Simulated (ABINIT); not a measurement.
Crystal: Te.

```
CELL_PARAMETERS angstrom
2.30590 1.33131 1.69095
-2.30590 1.33131 1.69095
0.00000 -2.66263 1.69095
ATOMIC_POSITIONS crystal
Te 0.50000 0.50000 0.50000
```

This isn't the form of Te at room conditions, which is trigonal, of chains.

- Program: ABINIT 10.8.3 (patched build)
- Task: relaxation of cell and atoms
- Functional: LDA
- Potentials or basis: PseudoDojo NC SR LDA v0.4.1 standard
- Cutoff: 1088 eV
- k mesh: 7 × 7 × 7
- Occupations: fermi-dirac, width 0.05 eV
- Spin: no spin polarisation

At the start: pressure -1.4 GPa; volume 31.15 Å³/atom.

Question: Where does the relaxation end?

Answer: Over 9 steps the energy falls by 4.2 meV/atom and the volume is 30.52 Å³/atom (-2.0 %); space group R-3m (No. 166, to 0.05 Å).

Step by step:
```
step  energy change (eV)  largest force (eV/Å)  pressure (GPa)  volume (Å³)
   1              0.0000                0.0000           -1.35        31.15
   2             -0.0011                0.0000           -1.12        31.02
   3             -0.0035                0.0000            0.12        30.39
   4             -0.0035                0.0000            0.08        30.42
   5             -0.0039                0.0000           -0.16        30.56
   6             -0.0041                0.0000           -0.21        30.61
   7             -0.0042                0.0000           -0.10        30.57
   8             -0.0042                0.0000           -0.01        30.53
   9             -0.0042                0.0000            0.00        30.52
```

Final structure:
```
Te
1.0
     2.27070    1.31099    1.70876
    -2.27070    1.31099    1.70876
     0.00000   -2.62198    1.70876
Te
1
Direct
  0.50000 0.50000 0.50000
```
